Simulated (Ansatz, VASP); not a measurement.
# Sr in VASP and in Ansatz

```xyz
1
Lattice="0.0000 2.9802 2.9802 2.9802 0.0000 2.9802 2.9802 2.9802 0.0000" Properties=species:S:1:pos:R:3 pbc="T T T"
Sr    0.0000    0.0000    0.0000
```

Change from the starting cell: volume scaled by 0.94.

Alike in both runs: task single point; functional PBE; k mesh 8 × 8 × 8; occupations fermi-dirac, width 0.05 eV; no spin polarisation.

```csv
,VASP,Ansatz
version,VASP 6.6.1,Ansatz 0.2.0
potentials or method,"VASP PAW PBE potentials, release 64 (Sr_sv)",Ansatz PAW
plane-wave cutoff (eV),520,420
valence electrons in the cell,10,10
```

```csv
,VASP,Ansatz,Ansatz less VASP
gap on the k mesh at the Fermi level (eV),none,none,-
pressure (GPa),0.4,0.4,-0.01
```

A gap of «none» marks a metal or a gap that the smearing closes.
